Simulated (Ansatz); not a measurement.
Computed with DFT PBE, scalar-relativistic, plane waves, PAW in Ansatz 0.2.0. Settings: cutoff 420 eV, Γ-centred meshes spaced at most about 0.3 Å⁻¹, and about 0.25 Å⁻¹ or finer for metals (2π included), Gaussian smearing. No spin polarisation.

All energies are static (0 K, no zero-point motion).

Compare these two cells of Si₇Mo, each relaxed at this level.

A.

```
Si Mo
1.0
     2.45758   -2.73894    0.00000
     2.45758    2.73894    0.00000
     0.00000    0.00000    9.22021
Si Mo
7 1
Direct
  0.71822 0.78765 0.74861
  0.21235 0.28178 0.25139
  0.28178 0.21235 0.74861
  0.78765 0.71822 0.25139
  0.00000 0.00000 0.00000
  0.00000 0.50000 0.53785
  0.50000 0.00000 0.46214
  0.50000 0.50000 0.00000
```

B.

```
Si Mo
1.0
     0.00000    3.82142    3.82142
     3.82142    0.00000    3.82142
     3.82142    3.82142    0.00000
Si Mo
7 1
Cartesian
  3.8214 1.9107 1.9107
  1.9107 3.8214 1.9107
  3.8214 3.8214 3.8214
  1.9107 1.9107 0.0000
  0.0000 1.9107 1.9107
  1.9107 0.0000 1.9107
  1.9107 1.9107 3.8214
  0.0000 0.0000 0.0000
```

**Question.** Which would you expect to be lower, and how large is the difference?

**Answer.** A is lower, by 76 meV/atom. A has space group C222 (No. 21), 15.5 Å³/atom and no gap on its mesh; B has Si and Mo ordered on fcc sites, space group Fm-3m (No. 225), 14.0 Å³/atom and no gap. Counting Si atoms around Mo (those within 1.25 times the shortest such distance or 1.15 times the sum of covalent radii, 1.27 where that leaves under three), A has Mo 8 and B has Mo 12. A holds Si–Si bonds in all directions (shortest 2.36 Å); in B the shortest Si–Si distance is 2.70 Å, near bonding range too. The lower one is the more open, so pressure narrows the difference. Even the lower one lies +0.26 eV/atom against the reference forms of the elements (uncorrected), so neither is stable at this level. In A, around Si on a site of symmetry 1 lie 5 Si at 2.36–2.62 Å, 1 Mo at 2.64 Å and 1 Si at 2.89 Å; around Si on a site of symmetry 222 lie 2 Mo at 2.46 Å, 4 Si at 2.62 Å and 2 Mo at 2.74 Å; Mo is surrounded by 2 Si at 2.46 Å and 6 Si at 2.64–2.74 Å; 1 more site not described. In B, Si on a site of symmetry mmm is surrounded by 10 Si at 2.70 Å and 2 Mo at 2.70 Å; Si on a site of symmetry m-3m is surrounded by 12 Si at 2.70 Å; Mo has 12 Si at 2.70 Å. Both come from invented guesses. The lowest form computed isn't among them: it has space group P4/mmm (No. 123), 14.2 Å³/atom and lies 78 meV/atom below the best shown.

Cells relaxed within their symmetry can be saddle points. Some structure types and database cells were kept out of the candidates from the start, so a known form may be missing.
